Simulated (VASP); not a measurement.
Set up this calculation in VASP 6.6.1, as the native input.

| Quantity | Value |
| --- | --- |
| Task | single point |
| Functional | LDA |
| Potentials or basis | VASP PAW LDA potentials, release 64 (Al, N) |
| Cutoff | 520 eV |
| k mesh | 9 × 9 × 6 |
| Occupations | gaussian, width 0.05 eV |
| Spin | no spin polarisation |
| Dipole correction | no |
| Further INCAR settings | ALGO = Normal; EDIFF = 1e-06; NBANDS = 16 |

The structure of AlN lies in POSCAR:

```
AlN
1.0
    3.2085435845      0.0000000000      0.0000000000
   -1.6042717922      2.7786802533      0.0000000000
    0.0000000000      0.0000000000      4.4622764994
Al N
2 2
Direct
    0.3333333333      0.6666666667      0.7500000000
    0.6666666667      0.3333333333      0.2500000000
    0.3333333333      0.6666666667      0.2500000000
    0.6666666667      0.3333333333      0.7500000000
```

Measurements of this composition are mostly on another form, of space group No. 186.

These files were run (other wordings do the same):

INCAR

```
PREC = Accurate ; ENCUT = 520
EDIFF = 1E-6 ; ISMEAR = 0
SIGMA = 0.05 ; LREAL = False
LASPH = True ; NELM = 60
ALGO = Normal ; ISIF = 2
LWAVE = False ; LCHARG = False
GGA = CA ; NBANDS = 16
```

KPOINTS

```
regular mesh
0
Gamma
  9 9 6
```

Potentials or basis: VASP PAW LDA potentials, release 64 (Al, N).

Run with:

```sh
$ cat potpaw_LDA.64/Al/POTCAR potpaw_LDA.64/N/POTCAR > POTCAR
$ mpirun -np 1 vasp_std > vasp.out
```

It gave:

- Pressure: -2.5 GPa
- Band gap on the k mesh: 3.09 eV, direct

Wall time 8.4 s on 1 thread of Intel(R) Xeon(R) 6975P-C (Granite Rapids) (shared host), peak memory 0.15 GiB.
